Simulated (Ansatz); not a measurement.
A surface is cut from this relaxed crystal of MoP:

```cif
data_structure
_symmetry_space_group_name_H-M 'P-6m2'
_symmetry_Int_Tables_number 187
_cell_length_a 3.2410
_cell_length_b 3.2410
_cell_length_c 3.1952
_cell_angle_alpha 90.000
_cell_angle_beta 90.000
_cell_angle_gamma 120.000
_cell_volume 29.07
loop_
_atom_site_label
_atom_site_type_symbol
_atom_site_symmetry_multiplicity
_atom_site_Wyckoff_symbol
_atom_site_fract_x
_atom_site_fract_y
_atom_site_fract_z
_atom_site_occupancy
Mo1 Mo 1 a 0.00000 0.00000 0.00000 1
P1 P 1 d 0.33333 0.66667 0.50000 1
```

Miller indices refer to the conventional cell of P-6m2 (No. 187), a = 3.241 Å, b = 3.241 Å, c = 3.195 Å, α = 90.00°, β = 90.00°, γ = 120.00°.

The (101) slab of 12 planes, 12.3 Å thick with 15 Å of vacuum as cut; outer planes P (top) and Mo (bottom).

All numbers below come from Ansatz 0.2.0, DFT PBE, scalar-relativistic, plane waves, PAW. Settings: cutoff 420 eV, Γ-centred mesh 11×8×1 on the computed 12-atom cell, Gaussian smearing of 0.10 eV; no spin polarisation. The cell repeats along c with a dipole correction in the vacuum.

With the atoms at the bulk's places:

* Surface energy (mean of both faces): 3.84 J/m²
* Work function: 5.72 eV (top), 3.65 eV (bottom)
* Dipole of the slab along +c, per cell: -0.16 e·Å

(1) What changes when all atoms relax within this surface cell and its symmetry?

Results:

(1) The energy falls by 0.599 J/m² a face, and the largest move is 0.78 Å.

```yaml
Surface_energy_mean_of_both_faces: 3.24 J/m²
Work_function: 5.31 eV (top), 3.62 eV (bottom)
Dipole_of_the_slab_along_+c_per_cell: -0.13 e·Å
```

```
plane (bottom to top) atoms spacing to next, bulk (Å) relaxed (Å) change (%)
                    1     Mo                      1.757        1.234       -29.8
                    2      P                      0.351        0.536       +52.6
                    3     Mo                      1.757        1.748        -0.5
                    4      P                      0.351        0.331        -6.0
                    5     Mo                      1.757        1.772        +0.8
                    6      P                      0.351        0.332        -5.6
                    7     Mo                      1.757        1.734        -1.3
                    8      P                      0.351        0.382        +8.8
                    9     Mo                      1.757        2.026       +15.3
                   10      P                      0.351       -0.019      -105.4
                   11     Mo                      1.757        1.755        -0.1
                   12      P
```